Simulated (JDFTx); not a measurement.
# Au (Fm-3m) in JDFTx: reference runs, part 2 of 2

JDFTx 1.7.0 (patched build). Earlier steps stand in the parts before.

## (7) Equation of state, PBEsol, 16.85 Å³/atom

Input file Au.in:

```
lattice \
    0.0000000000     3.8455926636     3.8455926636 \
    3.8455926636     0.0000000000     3.8455926636 \
    3.8455926636     3.8455926636     0.0000000000
coords-type Lattice
ion Au     0.0000000000     0.0000000000     0.0000000000 1

ion-species pseudo/Au.upf
elec-cutoff 38
elec-ex-corr gga-PBEsol
kpoint-folding 11 11 11
elec-smearing Fermi 0.0018374661
elec-n-bands 15
electronic-SCF nIterations 100 energyDiffThreshold 1e-09
electronic-minimize nIterations 30 energyDiffThreshold 1e-7
forces-output-coords Cartesian

dump-name run.$VAR
dump End Ecomponents EigStats BandEigs Kpoints Forces Stress ElecDensity Dtot KEdensity
```

Potentials or basis: PseudoDojo-SR-PBEsol-0.4.1-standard with smoothed tails.

On the command line:

```
> jdftx -c 1 -i Au.in -o Au.out
```

Standard output:

```text
*************** JDFTx 1.7.0 (patched build) ***************

[... 9 lines left out ...]
---------- Initializing the Grid ----------
R =
[            0      3.84559      3.84559  ]
[      3.84559            0      3.84559  ]
[      3.84559      3.84559            0  ]
unit cell volume = 113.742
G =
[  -0.816933   0.816933   0.816933  ]
[   0.816933  -0.816933   0.816933  ]
[   0.816933   0.816933  -0.816933  ]
Minimum fftbox size, Smin = [  32  32  32  ]
Chosen fftbox size, S = [  32  32  32  ]

---------- Exchange Correlation functional ----------
Initalized PBEsol GGA exchange.
Initalized PBEsol GGA correlation.

---------- Setting up pseudopotentials ----------
Width of ionic core gaussian charges (only for fluid interactions / plotting) set to 0

Reading pseudopotential file 'pseudo/Au.upf':
  'Au' pseudopotential, 'PBESOL' functional
  Generated using ONCVPSP code by D. R. Hamann
  19 valence electrons, 4 orbitals, 7 projectors, 1001 radial grid points, with lMax = 3
    5S    l: 0   occupation:  2.0   eigenvalue: -3.985004
    5P    l: 1   occupation:  6.0   eigenvalue: -2.197789
    5D    l: 2   occupation: 10.0   eigenvalue: -0.253637
    6S    l: 0   occupation:  1.0   eigenvalue: -0.213166
  Core radius for overlap checks: 1.57 bohrs.

Initialized 1 species with 1 total atoms.

Folded 1 k-points by 11x11x11 to 1331 k-points.

---------- Setting up k-points, bands, fillings ----------
Reduced to 56 k-points under symmetry.
Computing the number of bands and number of electrons
Calculating initial fillings.
nElectrons:  19.000000   nBands: 15   nStates: 56

----- Setting up reduced wavefunction bases (one per k-point) -----
average nbasis = 1272.872 , ideal nbasis = 1272.592

---------- Setting up ewald sum ----------
Optimum gaussian width for ewald sums = 1.960494 bohr.
Real space sum over 2197 unit cells with max indices [  6  6  6  ]
Reciprocal space sum over 2197 terms with max indices [  6  6  6  ]

---------- Allocating electronic variables ----------
Initializing wave functions:  linear combination of atomic orbitals
Note: number of bands (15) exceeds available atomic orbitals (10)
Au pseudo-atom occupations:   s ( 2 1 )  p ( 6 )  d ( 10 )
	FillingsUpdate:  mu: +0.753152249  nElectrons: 19.000000
LCAOMinimize: Iter:   0  F: -137.9379902668165414  |grad|_K:  1.830e-03  alpha:  1.000e+00
	FillingsUpdate:  mu: +0.771980267  nElectrons: 19.000000
LCAOMinimize: Iter:   1  F: -137.9485434382068263  |grad|_K:  4.782e-05  alpha:  5.327e-01  linmin:  4.056e-01  cgtest: -9.554e-01
	FillingsUpdate:  mu: +0.771990984  nElectrons: 19.000000
[... 7 lines of inner loops ...]
	FillingsUpdate:  mu: +0.771582187  nElectrons: 19.000000
LCAOMinimize: Iter:   5  F: -137.9485518223170288  |grad|_K:  8.431e-09  alpha:  1.461e-01  linmin: -3.509e-01  cgtest:  9.983e-01
LCAOMinimize: Encountered beta<0, resetting CG.
LCAOMinimize: Converged (|Delta F|<1.000000e-06 for 2 iters).

-------- Electronic minimization -----------
Will mix electronic density at each iteration.
	FillingsUpdate:  mu: +0.771582187  nElectrons: 19.000000
	FillingsUpdate:  mu: +0.762555005  nElectrons: 19.000000
SCF: Cycle:  0   F: -137.961947127357547   dF: -1.340e-02   |Residual|: 2.481e-02   |deigs|: 3.576e-01
	FillingsUpdate:  mu: +0.764522546  nElectrons: 19.000000
SCF: Cycle:  1   F: -137.962377595761694   dF: -4.305e-04   |Residual|: 7.442e-03   |deigs|: 7.250e-03
	FillingsUpdate:  mu: +0.764659955  nElectrons: 19.000000
SCF: Cycle:  2   F: -137.962385372775486   dF: -7.777e-06   |Residual|: 2.542e-03   |deigs|: 7.541e-04
	FillingsUpdate:  mu: +0.764451045  nElectrons: 19.000000
SCF: Cycle:  3   F: -137.962386594334248   dF: -1.222e-06   |Residual|: 5.489e-04   |deigs|: 3.986e-04
	FillingsUpdate:  mu: +0.764515784  nElectrons: 19.000000
SCF: Cycle:  4   F: -137.962386725339627   dF: -1.310e-07   |Residual|: 3.275e-04   |deigs|: 1.952e-04
	FillingsUpdate:  mu: +0.764481033  nElectrons: 19.000000
SCF: Cycle:  5   F: -137.962386818983020   dF: -9.364e-08   |Residual|: 5.888e-05   |deigs|: 1.472e-04
	FillingsUpdate:  mu: +0.764487881  nElectrons: 19.000000
SCF: Cycle:  6   F: -137.962386827548073   dF: -8.565e-09   |Residual|: 1.608e-05   |deigs|: 7.399e-05
	FillingsUpdate:  mu: +0.764488110  nElectrons: 19.000000
SCF: Cycle:  7   F: -137.962386829201790   dF: -1.654e-09   |Residual|: 1.555e-05   |deigs|: 3.970e-05
	FillingsUpdate:  mu: +0.764488046  nElectrons: 19.000000
SCF: Cycle:  8   F: -137.962386829974491   dF: -7.727e-10   |Residual|: 1.764e-05   |deigs|: 1.554e-04
	FillingsUpdate:  mu: +0.764488331  nElectrons: 19.000000
SCF: Cycle:  9   F: -137.962386829947349   dF: +2.714e-11   |Residual|: 6.631e-05   |deigs|: 5.923e-05
	FillingsUpdate:  mu: +0.764488323  nElectrons: 19.000000
SCF: Cycle: 10   F: -137.962386830037076   dF: -8.973e-11   |Residual|: 1.323e-05   |deigs|: 4.294e-05
	FillingsUpdate:  mu: +0.764488248  nElectrons: 19.000000
SCF: Cycle: 11   F: -137.962386830050718   dF: -1.364e-11   |Residual|: 1.091e-05   |deigs|: 1.313e-05
SCF: Converged (|Delta E|<1.000000e-09 for 2 iters).

Setting wave functions to eigenvectors of Hamiltonian

# Stress tensor in Cartesian coordinates [Eh/a0^3]:
[ -4.22425e-05            0            0  ]
[            0 -4.22425e-05            0  ]
[            0            0 -4.22425e-05  ]

# Ionic positions in lattice coordinates:
ion Au   0.000000000000000   0.000000000000000   0.000000000000000 1

# Forces in Cartesian coordinates:
force Au   0.000000000000000  -0.000000000000000   0.000000000000000 1

# Energy components:
   Eewald =     -107.5994881375225134
       EH =       25.7894299223618049
     Eloc =      -85.3998173084071652
      Enl =        2.3971118196094960
      Exc =      -25.1358408025468130
 Exc_core =        9.4601950496767895
       KE =       42.5260781895072810
-------------------------------------
     Etot =     -137.9623312673211046
       TS =        0.0000555627296189
-------------------------------------
        F =     -137.9623868300507183

IonicMinimize: Iter:   0  F: -137.962386830050718  |grad|_K:  0.000e+00
IonicMinimize: Converged (|grad|_K<1.000000e-04).

#--- Lowdin population analysis ---
# oxidation-state Au +0.162

Dumping 'run.eigStats' ...
	eMin: -3.119321 at state 0 ( [ +0.000000 +0.000000 +0.000000 ] spin 0 )
	HOMO: +0.759442 at state 26 ( [ +0.000000 +0.272727 +0.454545 ] spin 0 )
	mu  : +0.764488
	LUMO: +0.767956 at state 11 ( [ +0.000000 +0.090909 -0.454545 ] spin 0 )
	eMax: +1.703306 at state 6 ( [ +0.000000 +0.090909 +0.090909 ] spin 0 )
	HOMO-LUMO gap: +0.008514
	Optical gap  : +0.072058 at state 34 ( [ +0.000000 +0.454545 +0.454545 ] spin 0 )
Done!
[note: the HOMO, LUMO and gaps printed at the end count levels as full or empty at half filling, so they show a gap where a level is partly filled]
```

Run time: 34 s. Hardware: 1 thread of Arm Neoverse V1, shared host; peak memory 0.08 GiB.

Results:

```yaml
Free_energy: -3754.1478 eV
Pressure: 1.2 GPa
Band_gap_on_the_k_mesh: none (metal or under the smearing width)
```

## (8) Equation of state, PBEsol, 17.19 Å³/atom (volume scaled by 1.02)

Edit Au.in of step 7 so:

```diff
@@ -1,5 +1,5 @@
 lattice \
-    0.0000000000     3.8455926636     3.8455926636 \
-    3.8455926636     0.0000000000     3.8455926636 \
-    3.8455926636     3.8455926636     0.0000000000
+    0.0000000000     3.8710609070     3.8710609070 \
+    3.8710609070     0.0000000000     3.8710609070 \
+    3.8710609070     3.8710609070     0.0000000000
 coords-type Lattice
```

On the command line:

```
> jdftx -c 1 -i Au.in -o Au.out
```

Run time: 30 s. Hardware: 1 thread of Arm Neoverse V1, shared host; peak memory 0.08 GiB.

It converged, with:

```
Free energy            : -3754.1467 eV
Pressure               : -2.2 GPa
Band gap on the k mesh : none (metal or under the smearing width)
```

## (9) Equation of state, PBEsol, 17.53 Å³/atom (volume scaled by 1.04)

Edit Au.in of step 8 so:

```diff
@@ -1,5 +1,5 @@
 lattice \
-    0.0000000000     3.8710609070     3.8710609070 \
-    3.8710609070     0.0000000000     3.8710609070 \
-    3.8710609070     3.8710609070     0.0000000000
+    0.0000000000     3.8961983705     3.8961983705 \
+    3.8961983705     0.0000000000     3.8961983705 \
+    3.8961983705     3.8961983705     0.0000000000
 coords-type Lattice
```

Potentials or basis: PseudoDojo-SR-PBEsol-0.4.1-standard with smoothed tails.

On the command line:

```
> jdftx -c 1 -i Au.in -o Au.out
```

Wall time 40 s (1 thread of Arm Neoverse V1, shared host); peak memory 0.08 GiB.

Results (log left out):

* Free energy: -3754.1389 eV
* Pressure: -5.2 GPa
* Band gap on the k mesh: none (metal or under the smearing width)

## (10) Equation of state, PBEsol, 17.87 Å³/atom (volume scaled by 1.06)

Edit Au.in of step 9 so:

```diff
@@ -1,5 +1,5 @@
 lattice \
-    0.0000000000     3.8961983705     3.8961983705 \
-    3.8961983705     0.0000000000     3.8961983705 \
-    3.8961983705     3.8961983705     0.0000000000
+    0.0000000000     3.9210155896     3.9210155896 \
+    3.9210155896     0.0000000000     3.9210155896 \
+    3.9210155896     3.9210155896     0.0000000000
 coords-type Lattice
```

On the command line:

```
> jdftx -c 1 -i Au.in -o Au.out
```

Run time: 38 s. Hardware: 1 thread of Arm Neoverse V1, shared host; peak memory 0.08 GiB.

It converged, with:

```yaml
Free_energy: -3754.1252 eV
Pressure: -7.8 GPa
Band_gap_on_the_k_mesh: none (metal or under the smearing width)
```

## (11) Equation of state, PBEsol

Potentials or basis: PseudoDojo-SR-PBEsol-0.4.1-standard with smoothed tails.

This step only gathers the single runs of the series.

What came out:

| Item | Value |
| --- | --- |
| Equilibrium volume | 16.97 Å³/atom |
| Bulk modulus | 176 GPa |
| Pressure derivative of the bulk modulus | 5.8 |

Energy against volume, from the lowest point:
| volume (Å³/atom) | energy (meV/atom) |
| --- | --- |
| 15.843 | 47.80 |
| 16.181 | 22.18 |
| 16.518 | 6.67 |
| 16.855 | 0.00 |
| 17.192 | 1.06 |
| 17.529 | 8.87 |
| 17.866 | 22.61 |

## (12) The runs side by side

```csv
task,cell,further solve for the empty bands,gap on the mesh (eV),pressure (GPa)
single point,as given,yes,none,1.2
single point,cell strained at random at fixed volume,yes,none,1.5
equation of state,as given,-,-,-
```

Alike in all rows: level PBEsol; potentials or basis PseudoDojo-SR-PBEsol-0.4.1-standard with smoothed tails; no spin polarisation; k mesh 11 × 11 × 11; cutoff (eV) 1034; smearing fermi-dirac 0.05 eV.

Absolute energies hang on the potentials; compare differences alone.

## (13) Against experiment

Step 11. A measured bulk modulus of Au is 167 GPa (quoted in “Exploring toroidal anvil profiles for larger sample volumes above 4 Mbar”, 2024, pmc:11102561); the calculated 176 GPa misses it by +5.6 %. The fit is for a static lattice scaled at fixed shape and fixed fractional positions.
